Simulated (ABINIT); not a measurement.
Te:

```xyz
1
Lattice="2.3059 1.3313 1.6910 -2.3059 1.3313 1.6910 0.0000 -2.6626 1.6910" Properties=species:S:1:pos:R:3 pbc="T T T"
Te    0.0000    0.0000    2.5364
```

This isn't the form of Te at room conditions, which is trigonal, of chains.

| Item | Value |
| --- | --- |
| Program | ABINIT 10.8.3 (patched build) |
| Task | relaxation of cell and atoms |
| Functional | LDA |
| Potentials or basis | PseudoDojo NC SR LDA v0.4.1 standard |
| Cutoff | 1088 eV |
| k mesh | 7 × 7 × 7 |
| Occupations | fermi-dirac, width 0.05 eV |
| Spin | no spin polarisation |

At the start: pressure -1.4 GPa; volume 31.15 Å³/atom.

Question: Where does the relaxation end?

Answer: Over 9 steps the energy falls by 4.2 meV/atom and the volume is 30.52 Å³/atom (-2.0 %); space group R-3m (No. 166, to 0.05 Å).

The path:
```tsv
step	energy change (eV)	largest force (eV/Å)	pressure (GPa)	volume (Å³)
1	0.0000	0.0000	-1.35	31.15
2	-0.0011	0.0000	-1.12	31.02
3	-0.0035	0.0000	0.12	30.39
4	-0.0035	0.0000	0.08	30.42
5	-0.0039	0.0000	-0.16	30.56
6	-0.0041	0.0000	-0.21	30.61
7	-0.0042	0.0000	-0.10	30.57
8	-0.0042	0.0000	-0.01	30.53
9	-0.0042	0.0000	0.00	30.52
```

Final structure:
```
Te
1.0
     2.27070    1.31099    1.70876
    -2.27070    1.31099    1.70876
     0.00000   -2.62198    1.70876
Te
1
Direct
  0.50000 0.50000 0.50000
```
